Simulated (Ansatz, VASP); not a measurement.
Ru in VASP and in Ansatz

```
Ru
1.0
     2.67493    0.00000    0.00000
    -1.33747    2.31656    0.00000
     0.00000    0.00000    4.22435
Ru
2
Direct
  0.33333 0.66667 0.25000
  0.66667 0.33333 0.75000
```

Alike in both runs: functional LDA; k mesh 19 × 19 × 10; occupations fermi-dirac, width 0.08 eV; no spin polarisation.

Ansatz relaxed the structure, and its values are those at the end. VASP's run is a single point on that final structure, the one shown.

|  | VASP | Ansatz |
| --- | --- | --- |
| version | VASP 6.6.1 | Ansatz 0.2.0 |
| potentials or method | VASP PAW LDA potentials, release 64 (Ru_pv) | PAW with Ansatz's default frozen-core files, scalar-relativistic |
| plane-wave cutoff (eV) | 520 | 420 |
| valence electrons in the cell | 28 | 32 |

```tsv
	VASP	Ansatz	Ansatz less VASP
pressure (GPa)	1.0	0.0	-1.01
```

The two sets of potentials don't hold the same shells in valence.
